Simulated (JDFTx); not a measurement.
# BaF2 (Frankdicksonite) under changes of volume

One of the cells (19.862 Å³/atom); the others are scaled copies at fixed shape and fractional positions:

```
CELL_PARAMETERS angstrom
0.00000 3.10005 3.10005
3.10005 0.00000 3.10005
3.10005 3.10005 0.00000
ATOMIC_POSITIONS crystal
Ba 0.00000 0.00000 0.00000
F 0.75000 0.75000 0.75000
F 0.25000 0.25000 0.25000
```

```yaml
Program: JDFTx 1.7.0 (patched build)
Functional: PBE
Potentials_or_basis: PseudoDojo-SR-PBE-0.5-standard with smoothed tails
Cutoff: 1143 eV
Density_cutoff: 9143 eV
k_mesh: 8 × 8 × 8
Occupations: fermi-dirac, width 0.05 eV
Spin: no spin polarisation
```

```tsv
volume (Å³/atom)	energy over the lowest point (meV/atom)	pressure (GPa)	gap on the mesh (eV)
18.670	24.37	5.3	7.12
19.067	13.12	3.8	7.03
19.464	?	?	?
19.862	1.31	1.1	6.85
20.259	0.00	0.0	6.76
20.656	1.32	-1.0	6.67
```

**Question.** What does the run at 19.464 Å³/atom give?

**Answer.** Energy over the lowest point 5.57 meV/atom; pressure 2.4 GPa; gap on the mesh 6.94 eV.

Worked out: A Birch-Murnaghan fit of order 3 (a polynomial in V^(-2/3)) to the other rows has its minimum at 20.25 Å³/atom with B0 = V·E''(V) = 54 GPa and B' = 4.8. It gives 5.57 meV/atom at 19.464 Å³/atom, against the run's 5.57, and -dE/dV = 2.4 GPa, against 2.4. A straight line through the other rows of the gap, of slope -4.45 eV per unit of ln V, gives 6.94 eV, against the run's 6.94.

Energies are extrapolated to zero smearing.

Caveats: spin-orbit coupling is left out, which moves the levels of the heavy elements.

A mesh can miss the band edges.
